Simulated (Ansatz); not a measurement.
Write a Python script for the Ansatz DFT code, driven from Python that makes a surface slab of BiTe, space group Fm-3m. Settings (first run): PBE, PAW, cutoff 435 eV, 4×4×1 k-points, cold smearing of 0.1 eV.

```
Bi Te
1.0
     0.00000    3.23500    3.23500
     3.23500    0.00000    3.23500
     3.23500    3.23500    0.00000
Bi Te
1 1
Direct
  0.00000 0.00000 0.00000
  0.50000 0.50000 0.50000
```

`bite_slab.py`:
```python
"""A surface of BiTe: energy and work function."""

import warnings

import ansatz as az
from ase import Atoms
from ase.build import surface
import numpy as np

FUNCTIONAL = "pbe"
OCCUPATIONS = "cold"

warnings.simplefilter("ignore", az.DeckWarning)

atoms = Atoms(
    ["Bi", "Te"],
    scaled_positions=[
        (0.0, 0.0, 0.0),
        (0.5, 0.5, 0.5),
    ],
    cell=[
        (0.0, 3.235, 3.235),
        (3.235, 0.0, 3.235),
        (3.235, 3.235, 0.0),
    ],
    pbc=True,
)
# the plane is named in the basis of this cell
slab = surface(atoms, (0, 1, 0), 2, vacuum=8.0)
slab.pbc = True

print(slab.get_chemical_formula(), "area {:.3f} A^2, cell height {:.2f} A".format(np.linalg.norm(np.cross(slab.cell[0], slab.cell[1])), slab.cell[2, 2]))


def settings(structure):
    return (
        az.Crystal.from_ase(structure).calculation()
        .basis(16 * az.Ha)
        .functional(FUNCTIONAL)
        .occupations(OCCUPATIONS, width=100 * az.meV)
    )


calc = settings(slab)
calc = calc.kpoints(4, 4, 1).electric_field(axis=3, dipole_correction=True)
calc = calc.potential()
calc = calc.forces()
result = calc.run()
r = result.report

print(f"slab free energy {r['free_energy_ev']:.4f} eV, Fermi level {r['fermi_energy_ev']:.3f} eV")
face = r["work_function"]
print("work function (eV), upper and lower face:", *(round(face[k], 3) for k in ("phi_plus_ev", "phi_minus_ev") if face.get(k) is not None))
print(f"dipole {face['dipole_moment_e_ang']:+.4f} e A")

# surface energy from the bulk energy at the same settings
bulk = settings(atoms).kpoints(6, 6, 6).run().report
excess = r["free_energy_ev"] - bulk["free_energy_ev"] * len(slab) / len(atoms)
area = np.linalg.norm(np.cross(slab.cell[0], slab.cell[1]))
print(f"mean surface energy {excess / (2 * area) * 16.02177:.3f} J/m^2 ({1000 * excess / (2 * area):.1f} meV/A^2)")

print("z (A) and force along z (eV/A)")
for site, force in sorted(zip(result.lattice.sites, r["forces_ev_ang"]), key=lambda pair: pair[0].position_ang[2]):
    print(f"{site.symbol:3s} {site.position_ang[2]:8.3f} {force[2]:9.4f}")
```

```console
$ python bite_slab.py
Bi2Te2 area 18.126 A^2, cell height 21.60 A
RunWarning: on these k-points the computed levels leave a gap of 0.2593 eV at the electron count, 2.6 widths of the cold smearing (0.1000 eV); against the step filling of these same bands (every level under the gap full, every level over it empty) smearing changes F+E_penalty+E_count by +6.371 meV and its σ→0 estimate by +3.720 meV; at least one of the two is larger in size than the energy tolerance (0.100 meV). If the cell is an insulator that change is an error of the smearing, and at this [...]
RunWarning: The output density's exchange-correlation potential varies sharply where the density is thin. Do not read a vacuum level from v_tot or v_xc, or from such a field of the output density. On a cell that repeats whose density bears no net charge and no dipole along the vacuum's axis use v_es (v_loc + v_h of the components); under efield.dipole_correction with no amplitude use v_es + v_field, which holds any external_charges[].barrier, or the levels of the report's work_function block, [...]
slab free energy -38752.1724 eV, Fermi level 0.484 eV
work function (eV), upper and lower face: 4.75 4.128
dipole -0.0623 e A
mean surface energy 0.486 J/m^2 (30.3 meV/A^2)
z (A) and force along z (eV/A)
Bi     8.000    0.2954
Te     9.868   -0.7808
Bi    11.735    1.6899
Te    13.603   -1.2045
```
(Warnings from the package without file and line, shortened.)

Reading the output:
- Absolute energies stand on the zero of these potentials, so only differences at equal settings mean something. A total without «per atom» is that of the whole cell that was run.
- The zero of the levels is a convention of the potentials, so an absolute Fermi energy is no work function.
- Spin-orbit coupling, which matters for elements this heavy, is left out.
- The structure is a deposited one; some such entries were measured under pressure or heat, so a shift against it needn't be the functional's error alone.
- The slab is thin and cut from the structure as given; a cut can leave two unlike or polar faces, and the surface energy is then their mean. Miller indices refer to the vectors of the cell as typed, and the lattice isn't relaxed for this functional, so relaxation and surface energy can hold strain.
- The script silences the warnings on its input, which a real study should read.
- Run time: 7.6 s on 1 thread of Arm Neoverse V2 (shared host), peak memory 0.6 GiB.
